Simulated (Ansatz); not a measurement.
PbO2:

```
CELL_PARAMETERS angstrom
0.00000 2.70199 2.70199
2.70199 0.00000 2.70199
2.70199 2.70199 0.00000
ATOMIC_POSITIONS crystal
Pb 0.00000 0.00000 0.00000
O 0.75000 0.75000 0.75000
O 0.25000 0.25000 0.25000
```

The cell comes from a database or a generator and needn't be the stable form of this composition.

Base run:

- Program: Ansatz 0.2.0
- Functional: BLYP
- Potentials or basis: Ansatz PAW
- Cutoff: 420 eV (not typed: the program's choice for these potentials)
- k mesh: 9 × 9 × 9
- Occupations: fermi-dirac, width 0.05 eV
- Spin: no spin polarisation

Its results: band gap on the k mesh none (metal or under the smearing width); pressure 6.5 GPa.

The run is repeated on the same cell with these changes: functional from BLYP to revPBE. What comes out?

Band gap on the k mesh none (metal or under the smearing width); pressure 3.2 GPa.

Caveats: spin-orbit coupling is left out, which moves the levels of the heavy elements; the PAW data sets come from PBE, with cores solved anew for the run's functional, which leaves a small shift of forces and pressure.
